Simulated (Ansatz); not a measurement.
**Pt vacancy in GePt**

Aim: make a Pt vacancy in a supercell of 32 atoms of GePt, relax it, and find its formation energy, moment and surroundings.

Program: Ansatz 0.2.0. Level of theory: DFT PBE, scalar-relativistic, plane waves, PAW. These are calculated values, not measurements.

2 further runs of the same task are left out: 2 set aside as unsound or not needed.

## (1) The starting structure

Symmetry: Pnma, No. 62, orthorhombic system. Conventional cell: a = 5.827 Å, b = 3.745 Å, c = 6.191 Å, α = 90.00°, β = 90.00°, γ = 90.00°. Ge (site symmetry m) is surrounded by 6 Pt at 2.51 to 2.70 Å. Pt (site symmetry m) is surrounded by 6 Ge at 2.51 to 2.70 Å.

As a file:

```cif
data_structure
_symmetry_space_group_name_H-M 'P 1'
_symmetry_Int_Tables_number 1
_cell_length_a 5.8271
_cell_length_b 3.7445
_cell_length_c 6.1905
_cell_angle_alpha 90.000
_cell_angle_beta 90.000
_cell_angle_gamma 90.000
_cell_volume 135.08
loop_
_atom_site_label
_atom_site_type_symbol
_atom_site_fract_x
_atom_site_fract_y
_atom_site_fract_z
_atom_site_occupancy
Ge1 Ge 0.81323 0.75000 0.58749 1
Ge2 Ge 0.18677 0.25000 0.41251 1
Ge3 Ge 0.68677 0.25000 0.08749 1
Ge4 Ge 0.31323 0.75000 0.91251 1
Pt1 Pt 0.00178 0.75000 0.19301 1
Pt2 Pt 0.99822 0.25000 0.80699 1
Pt3 Pt 0.49822 0.25000 0.69301 1
Pt4 Pt 0.50178 0.75000 0.30699 1
```

It is the result of an earlier relaxation at this level (volume 16.88 Å³/atom; gap on the mesh: none (metal)).

## (2) Host supercell without the defect

input.yaml

```yaml
crystal:
  lattice:
    - [5.827135206, 0.0, -6.190545071]
    - [5.827135206, 0.0, 6.190545071]
    - [-5.827135206, -7.489037445, 0.0]
  atoms:
    - { symbol: Ge, position: [0.1753694348, 0.7628607235, 0.125] }
    - { symbol: Ge, position: [0.9253694348, 0.5128607235, 0.625] }
    - { symbol: Ge, position: [0.6753694348, 0.2628607235, 0.125] }
    - { symbol: Ge, position: [0.4253694348, 0.0128607235, 0.625] }
    - { symbol: Ge, position: [0.0746305652, 0.4871392765, 0.375] }
    - { symbol: Ge, position: [0.8246305652, 0.2371392765, 0.875] }
    - { symbol: Ge, position: [0.5746305652, 0.9871392765, 0.375] }
    - { symbol: Ge, position: [0.3246305652, 0.7371392765, 0.875] }
    - { symbol: Ge, position: [0.4871392765, 0.5746305652, 0.375] }
    - { symbol: Ge, position: [0.2371392765, 0.3246305652, 0.875] }
    - { symbol: Ge, position: [0.9871392765, 0.0746305652, 0.375] }
    - { symbol: Ge, position: [0.7371392765, 0.8246305652, 0.875] }
    - { symbol: Ge, position: [0.7628607235, 0.6753694348, 0.125] }
    - { symbol: Ge, position: [0.5128607235, 0.4253694348, 0.625] }
    - { symbol: Ge, position: [0.2628607235, 0.1753694348, 0.125] }
    - { symbol: Ge, position: [0.0128607235, 0.9253694348, 0.625] }
    - { symbol: Pt, position: [0.9668850939, 0.1598989264, 0.125] }
    - { symbol: Pt, position: [0.7168850939, 0.9098989264, 0.625] }
    - { symbol: Pt, position: [0.4668850939, 0.6598989264, 0.125] }
    - { symbol: Pt, position: [0.2168850939, 0.4098989264, 0.625] }
    - { symbol: Pt, position: [0.2831149061, 0.0901010736, 0.375] }
    - { symbol: Pt, position: [0.0331149061, 0.8401010736, 0.875] }
    - { symbol: Pt, position: [0.7831149061, 0.5901010736, 0.375] }
    - { symbol: Pt, position: [0.5331149061, 0.3401010736, 0.875] }
    - { symbol: Pt, position: [0.0901010736, 0.7831149061, 0.375] }
    - { symbol: Pt, position: [0.8401010736, 0.5331149061, 0.875] }
    - { symbol: Pt, position: [0.5901010736, 0.2831149061, 0.375] }
    - { symbol: Pt, position: [0.3401010736, 0.0331149061, 0.875] }
    - { symbol: Pt, position: [0.1598989264, 0.4668850939, 0.125] }
    - { symbol: Pt, position: [0.9098989264, 0.2168850939, 0.625] }
    - { symbol: Pt, position: [0.6598989264, 0.9668850939, 0.125] }
    - { symbol: Pt, position: [0.4098989264, 0.7168850939, 0.625] }
basis:
  ecutwfc: 420
  xc_grid: 2
kpoints:
  mp_grid: { grid: [4, 4, 4], shift: [0.5, 0.5, 0.5] }
hamiltonian:
  xc: pbe
scf:
  occupations: { method: gaussian, width: 0.1 }
output:
  forces: true
  stress: true
  eigenvalues: true
  write_density: true
  write_potential: true
  elf: true
  volumetric_format: npy
```

Command:

```sh
> ansatz run input.yaml --threads 4 --pin off --max-ram 10240MiB --backend cpu --events-out ev --progress --plain --runs-dir out
```

What it wrote (excerpt; [...] marks lines left out):

```text
Warning: RAYON_NUM_THREADS=4 ignored (pool sized by the plan → 4); use --threads N
[...]
Pseudopotentials: kind: paw
Pseudopotential: Ge, paw, valence charge 14, recommended cutoff 420 eV (normal), Ge.paw.azcp
Pseudopotential: Pt, paw, valence charge 18, recommended cutoff 420 eV (normal), Pt.paw.azcp
Functional definition: PBE
[...]
Crystal: 32 atoms, lattice volume = 540.306 Å³
Basis set: ecut = 420 eV, 10551 PW (Γ), exchange–correlation on 120×120×128 points (8 copies of the dense FFT grid, shifted against one another)
Bands: 308, of which v1, the nominal top of the filled ones, is band 256 counted from 1 (255 counted from 0)
Symmetry: 32 space group operations
Space group: Pnma (ITA 62), of the structure as read, at distance tolerance 8.1e-5 Å
k-points: 15 of 64
[...]
SCF iter   1: F=—  HF=-269102.877936 eV  |F-HF|=—  |Δ(HF+E_count)|=         —  Δρ=2.62e-3  dr2=1.25e-2  ethr=1.77e-3  ⟨swp⟩=5.0  Hψ=15019  notcnv=0  defer=323
[...]
SCF iter   7: F=-269102.895852 eV  HF=-269102.895852 eV  |F-HF|=4.54e-9  |Δ(HF+E_count)|=   1.65e-8  Δρ=1.41e-6  dr2=1.29e-8  ethr=1.95e-11  ⟨swp⟩=11.9  Hψ=30897  notcnv=0
[...]
SCF converged after 7 iterations
Free energy (F): -269102.895852 eV
[...]
E sigma→0 (E₀):  -269102.872170 eV
Entropy (-TS):   -0.047365 eV (-1.480 meV/atom)
Fermi energy:    16.883554 eV
[...]
--- Forces (eV/Å), atoms counted from 1 ---
  atom   1  Ge    -0.00333340     0.00000000     0.01382993
  atom   2  Ge    -0.00333340    -0.00000000     0.01382993
  atom   3  Ge    -0.00333340    -0.00000000     0.01382993
  atom   4  Ge    -0.00333340    -0.00000000     0.01382993
  atom   5  Ge     0.00333340    -0.00000000    -0.01382993
  atom   6  Ge     0.00333340    -0.00000000    -0.01382993
  atom   7  Ge     0.00333340     0.00000000    -0.01382993
  atom   8  Ge     0.00333340     0.00000000    -0.01382993
[...]
--- Stress (GPa, compression-positive) ---
       -0.429416       0.000000      -0.000000
        0.000000       0.330303       0.000000
       -0.000000       0.000000      -0.343266
  P = ⅓ Tr σ = -0.1475 GPa (-1.475 kbar)
--- Band table (eV; the first three rows and the last of 15) ---
[...]
```

Wall time 16 s (4 threads of AMD EPYC 9R45 (Zen 5), shared host); peak memory 4 GiB.

Density in a lattice plane of the grid's cell (edges 8.50 and 8.50 Å, at 0.125 of the third edge), which holds Ge and Pt.

Ten even steps from ' ' (0.04 e/Å³) to '@' (41.57 e/Å³):
```
                            ..::::..            
                              ....              
                                                
        ==::                                    
      ::@@==                                    
                    ..::..        ..**==        
                    ..::::..      ..**--        
                    ......                      
                                                
      ..::..                                    
    ..::::..                                    
      ....                                      
                                                
                                --::            
                              ..@@==            
..          **==                            ..::
::..      ..**==                            ..::
..                                          ....
                                                
                              ::::..            
```
Columns run along the first of these edges and rows up along the second, over one cell in 24 and 20 even steps from the bottom left corner. Atoms in the plane (fractional): Ge at (0.18, 0.76), Ge at (0.68, 0.26), Ge at (0.76, 0.68), Ge at (0.26, 0.18), Pt at (0.97, 0.16), Pt at (0.47, 0.66), Pt at (0.16, 0.47), Pt at (0.66, 0.97).

ELF in the same plane.

Ten even steps from ' ' (0.01) to '@' (0.69):
```
......::::::::..      ..--++%%@@@@@@##==--::....
  ..--==++++==::    ..::--==**%%%%##++==--..    
  ::==++====++==::::::::--------====++++--..    
..--==::    --++++====----------++****++==--..  
::====..    --++**==**####++--++++==----==++--..
::====--::--++**==++@@@@@@##==**++..    --++==::
::==++++******++--**@@@@@@%%==**++..    --++==::
..----==++++==----++%%@@@@**--++++==----====::..
::--==**##**==------++**++------========--::....
--++%%@@@@@@##------------::..::::::::....    ..
--++%%@@@@@@##==--::..........::::::::..      ..
--==**%%%%##++==--..      ..--==++++==::    ..::
--------====++==--..      ::==++==++++==::::::::
--------++****++==--..  ..--==::    --++++====--
##====++**==----==++--..::====      --++**==**##
@@##==**++..    --++==::::====--::--++**==++@@@@
@@%%==++++..    --++==::::--++++******++--**@@@@
@@**--++++==----====::....----========----++%%@@
++------========--::....::--==**##**==------++**
--::....::::::..      ..--++%%@@@@@@##----------
```
Columns run along the first of these edges and rows up along the second, over one cell in 24 and 20 even steps from the bottom left corner. Atoms in the plane (fractional): Ge at (0.18, 0.76), Ge at (0.68, 0.26), Ge at (0.76, 0.68), Ge at (0.26, 0.18), Pt at (0.97, 0.16), Pt at (0.47, 0.66), Pt at (0.16, 0.47), Pt at (0.66, 0.97).

Both are smooth fields of the valence electrons: close to the nuclei they are not physical.

Maxima of ELF outside the ion cores: 0.50 on the Ge–Pt line, 1.1 Å from Ge.

The supercell's rows, in vectors of the relaxed cell: 1 0 -1; 1 0 1; -1 -2 0.

## (3) Setting up the defect

The atom at (0.967, 0.160, 0.125) of the supercell is taken out. The other atoms start on their ideal sites. Its neighbours are 1 Ge at 2.51 Å, 2 Ge at 2.55 Å, 1 Ge at 2.68 Å, 2 Ge at 2.70 Å, 2 Pt at 3.00 Å.

## (4) Relaxation at the host's cell

Edit input.yaml of step 2 so:

```diff
@@ -22,3 +22,2 @@
     - { symbol: Ge, position: [0.0128607235, 0.9253694348, 0.625] }
-    - { symbol: Pt, position: [0.9668850939, 0.1598989264, 0.125] }
     - { symbol: Pt, position: [0.7168850939, 0.9098989264, 0.625] }
@@ -49,3 +48,3 @@
   forces: true
-  stress: true
+  stress: false
   eigenvalues: true
@@ -55 +54,5 @@
   volumetric_format: npy
+relax:
+  adjacent_minimum: "off"
+  f_tol: 0.025
+  max_steps: 45
```

Command:

```sh
> ansatz run input.yaml --threads 4 --pin off --max-ram 10240MiB --backend cpu --events-out ev --progress --plain --runs-dir out
```

What it wrote (excerpt; [...] marks lines left out):

```text
Warning: RAYON_NUM_THREADS=4 ignored (pool sized by the plan → 4); use --threads N
[...]
Pseudopotentials: kind: paw
Pseudopotential: Ge, paw, valence charge 14, recommended cutoff 420 eV (normal), Ge.paw.azcp
Pseudopotential: Pt, paw, valence charge 18, recommended cutoff 420 eV (normal), Pt.paw.azcp
Functional definition: PBE
[...]
Crystal: 31 atoms, lattice volume = 540.306 Å³
Basis set: ecut = 420 eV, 10551 PW (Γ), exchange–correlation on 120×120×128 points (8 copies of the dense FFT grid, shifted against one another)
Bands: 297, of which v1, the nominal top of the filled ones, is band 247 counted from 1 (246 counted from 0)
Symmetry: 2 space group operations
Space group: Cm (ITA 8), of the structure as read, at distance tolerance 8.1e-5 Å
k-points: 20 of 64 (time reversal used)
[...]
relax step   4: F+E_penalty+E_count = -256578.81336170 eV  Δ(F+E_penalty+E_count) = -1.389e-2 eV  max|allowed force component| = 3.312e-2 eV/Å  Δτ_max = 0.0421 Å  (7 SCF iters, dr2 threshold 1.20e-6 eV, accepted)
[...]
relax step   5: F+E_penalty+E_count = -256578.81428249 eV  Δ(F+E_penalty+E_count) = -9.208e-4 eV  max|allowed force component| = 6.659e-3 eV/Å  Δτ_max = 0.0087 Å  (7 SCF iters, accepted)
SCF converged after 7 iterations
Free energy (F): -256578.814282 eV
[...]
E sigma→0 (E₀):  -256578.793596 eV
Entropy (-TS):   -0.041373 eV (-1.335 meV/atom)
Fermi energy:    16.006913 eV
[...]
--- Forces (eV/Å), atoms counted from 1 ---
  atom   1  Ge    -0.00231969     0.00000000    -0.00201107
  atom   2  Ge    -0.00242874    -0.00156553     0.00263145
  atom   3  Ge     0.00625940     0.00000000    -0.00239736
  atom   4  Ge    -0.00242874     0.00156553     0.00263145
  atom   5  Ge    -0.00228830     0.00421016     0.00359336
  atom   6  Ge    -0.00228830    -0.00421016     0.00359336
  atom   7  Ge     0.00012085     0.00007736     0.00124453
  atom   8  Ge     0.00012085    -0.00007736     0.00124453
[...]
```

## (5) The output, continued: Pt vacancy (site c), charge +0, atoms relaxed at the host's cell

Output, continued (excerpt; [...] marks lines left out):

```text
  atom  13  Ge    -0.00326354     0.00000000    -0.00298456
  atom  14  Ge     0.00011866     0.00138529    -0.00504690
  atom  15  Ge    -0.00020796     0.00000000     0.00242919
  atom  16  Ge     0.00011866    -0.00138529    -0.00504690
  atom  17  Pt     0.00030366    -0.00344916    -0.00214116
  atom  18  Pt    -0.00003651     0.00000000     0.00398919
  atom  19  Pt     0.00030366     0.00344916    -0.00214116
  atom  20  Pt    -0.00516050    -0.00100867    -0.00240817
[...]
--- Band table (eV; the first three rows and the last of 20) ---
[...]
```

## (6) More of the same log: Pt vacancy (site c), charge +0, atoms relaxed at the host's cell

The log, continued (excerpt; [...] marks lines left out):

```text
[...]
--- Relaxed structure (5 steps of the walk, 5 accepted, 0 SCFs on fresh bases) ---
  F+E_penalty+E_count = -256578.81428249 eV   max|allowed force component| = 6.659e-3 eV/Å
  atoms:
    - { symbol: Ge, position: [0.17592058096372482, 0.7600693337917979, 0.12499999999999999] }
    - { symbol: Ge, position: [0.9223818721255865, 0.5105622809540802, 0.6213374865318669] }
    - { symbol: Ge, position: [0.6871872776823637, 0.2650887253897878, 0.12499999999999999] }
    - { symbol: Ge, position: [0.42604438559371954, 0.014224794422213194, 0.6286625134681328] }
    - { symbol: Ge, position: [0.061499472089624, 0.4725419791356297, 0.35315766627049544] }
    - { symbol: Ge, position: [0.8333418058191285, 0.2443843128651343, 0.8968423337295045] }
    - { symbol: Ge, position: [0.5793868625185257, 0.9882585107635367, 0.3804252217619974] }
[...]
    - { symbol: Pt, position: [0.03730764661327268, 0.840532046091954, 0.878841075071656] }
    - { symbol: Pt, position: [0.7777862991438459, 0.5971964202067347, 0.37803651621222917] }
    - { symbol: Pt, position: [0.5247497829316168, 0.3441599039945056, 0.8719634837877707] }
    - { symbol: Pt, position: [0.09309216808660287, 0.7821986905305278, 0.37738146028346164] }
    - { symbol: Pt, position: [0.8407107078031412, 0.5298172302470662, 0.8726185397165381] }
    - { symbol: Pt, position: [0.585811847353761, 0.27878332588116533, 0.36765540255917845] }
    - { symbol: Pt, position: [0.34315644479458257, 0.03612792332198683, 0.8823445974408214] }
    - { symbol: Pt, position: [0.157604826736726, 0.4578840482143987, 0.12499999999999999] }
    - { symbol: Pt, position: [0.9108323327803856, 0.2139549484210131, 0.6207714184974871] }
    - { symbol: Pt, position: [0.6686009555507793, 0.971906368376356, 0.12499999999999999] }
    - { symbol: Pt, position: [0.4150609142828982, 0.718183529923526, 0.6292285815025127] }
```

Run time: 3.4 min. Hardware: 4 threads of AMD EPYC 9R45 (Zen 5), shared host; peak memory 4.5 GiB.

Relaxation path:

```csv
step,energy from step 1 (eV/cell),largest force component (eV/Å)
1,0.0000,0.6563
2,-0.2894,0.2278
3,-0.3349,0.0999
4,-0.3488,0.0331
5,-0.3497,0.0067
```

Step 1 is the start.

The largest move, 0.17 Å, is shared by several atoms, Ge6 among them.

For the maps the cell is shifted so that the defect's site lies at its middle.

Density in a lattice plane of the grid's cell (edges 8.50 and 8.50 Å, at 0.500 of the third edge), which holds Ge and Pt.

Ten even steps from '0' (0.02 e/Å³) to '9' (43.10 e/Å³):
```
110000000000000000000001
000000000000000000000000
000000000000000011100000
000000000000000122100000
000000000000000011000000
000000000000000000000000
000003200000000000000000
000019500000000000000000
000000000000000000351000
000000000000000000471000
000000000000000000000000
000000000000000000000000
000012100000000000000000
000022100000000000000000
000001000000000000000000
000000000000000000000000
000000000000000013100000
000000000000000029300000
210000173000000001000001
220000162000000000000002
```
Columns run along the first of these edges and rows up along the second, over one cell in 24 and 20 even steps from the bottom left corner. Atoms in the plane (fractional): Ge at (0.71, 0.11), Ge at (0.22, 0.61), Ge at (0.30, 0.03), Ge at (0.78, 0.52), Pt at (1.00, 0.01), Pt at (0.69, 0.81), Pt at (0.20, 0.32).

ELF in the same plane.

Ten even steps from ' ' (0.01) to '@' (0.69):
```
@@%%++--++++==--==++++::..::--====++====----**%%
**++----==========--::....::--==++**++--------++
----::::::::::::..      ..--++%%@@@@@@++--------
........::::::..      ..::==++@@@@@@@@**==--::..
    ..--==++++==--......--==++##@@@@##++==::..  
    ::========++**==::::--======++++==++==::    
  ..--==::    --****--::::----==++**##**++--..  
..::====..    --**##--......::++##**++========::
::::==++==::--++**++::      ..++**==    ..==++--
::::==++********++--..      ::++++--    ..==++--
..::----==++++++==--..      ::++**++----======::
..::--++######++====::      ..--++**++====--....
..--==%%@@@@@@##====--..    ....::----::..      
..--++%%@@@@@@##====::..    ....::::::..        
::--==**%%%%##++==--..      ..--++++++--..    ..
----------====++==--..    ..--++++======--::::::
==--------++**++++==::..  ..====::  ..==++++====
%%**====++++==----++++--..::====      ==**++++**
@@@@##==**++..    ==++==::::==++--..--++**==**@@
@@@@##==**++..    ==++==::::==**********====##@@
```
Columns run along the first of these edges and rows up along the second, over one cell in 24 and 20 even steps from the bottom left corner. Atoms in the plane (fractional): Ge at (0.71, 0.11), Ge at (0.22, 0.61), Ge at (0.30, 0.03), Ge at (0.78, 0.52), Pt at (1.00, 0.01), Pt at (0.69, 0.81), Pt at (0.20, 0.32).

Both are smooth fields of the valence electrons: close to the nuclei they are not physical.

Maxima of ELF outside the ion cores: 0.54 on the Ge–Pt line, 1.2 Å from Ge; 0.53 beside Ge, off the lines to its neighbours, 1.2 Å from Ge; 0.52 on the Ge–Ge line, 1.3 Å from Ge.

## (7) Formation energy and levels

| charge | E(defect cell) - E(host) (eV) | formation energy (eV) | moment over the host's (μB) | largest move (Å) | neighbours |
| --- | --- | --- | --- | --- | --- |
| 0 | 12524.079 | 1.06 | 0.00 | 0.17 | 1 Ge at 2.35 Å, 2 Ge at 2.42 Å, 1 Ge at 2.59 Å, 2 Ge at 2.64 Å, 2 Pt at 2.92 Å, 2 Pt at 3.04 Å |

Atoms are taken from and returned to the elements' standard states: Pt -12523.018 eV an atom at this level.

## (8) Outcome

| quantity | value |
| --- | --- |
| formation energy, neutral | 1.06 eV |
| nearest atoms after relaxation, one image of each, neutral | 1 Ge at 2.35 Å, 2 Ge at 2.42 Å, 1 Ge at 2.59 Å, 2 Ge at 2.64 Å, 2 Pt at 2.92 Å, 2 Pt at 3.04 Å |

In words: The neutral defect costs 1.06 eV against the elements. That is the Pt-rich limit, where a vacancy costs most; where Pt is scarce it costs less. Spin polarisation was off in the neutral run, so a moment could not show there. With 32 host sites the defect feels its images, so energies are good to tenths of an eV at best. A distortion of lower symmetry was not tried. The runs treat Pt without spin-orbit coupling.
